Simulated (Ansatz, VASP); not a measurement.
## AlGa3As2: VASP beside Ansatz

```
Al Ga As
1.0
     4.07716    0.00000    0.00000
    -2.03858    3.53092    0.00000
     0.00000    0.00000    8.04840
Al Ga As
1 3 2
Cartesian
  2.0386 1.1770 4.0242
  2.0386 1.1770 0.0000
  0.0000 0.0000 4.0242
  0.0000 0.0000 0.0000
  0.0000 2.3539 6.0525
  0.0000 2.3539 1.9959
```

Change from the starting cell: species swapped into the Ce2CuSi3 type (P-6m2, No. 187).

Alike in both runs: task single point; functional PBE; k mesh 6 × 6 × 2; occupations gaussian, width 0.1 eV; no spin polarisation.

|  | VASP | Ansatz |
| --- | --- | --- |
| version | VASP 6.6.1 | Ansatz 0.2.0 |
| potentials or method | VASP PAW PBE potentials, release 64 (Al, Ga_d, As) | scalar-relativistic, plane waves, PAW |
| plane-wave cutoff (eV) | 520 | 420 |
| valence electrons in the cell | 52 | 72 |

```csv
,VASP,Ansatz,Ansatz less VASP
gap on the k mesh at the Fermi level (eV),none,none,-
pressure (GPa),6.0,5.9,-0.08
largest component of the traceless stress (GPa),9.66,9.63,-0.035
rms of the force components (eV/Å),0.186,0.186,0.0000
```

Atom by atom the forces differ by 0.000 eV/Å (rms over components). A gap of «none» marks a metal or a gap that the smearing closes. The two sets of potentials don't hold the same shells in valence.

Caveats: the k mesh is coarse (spacing up to 0.39 Å⁻¹), so the values aren't converged.
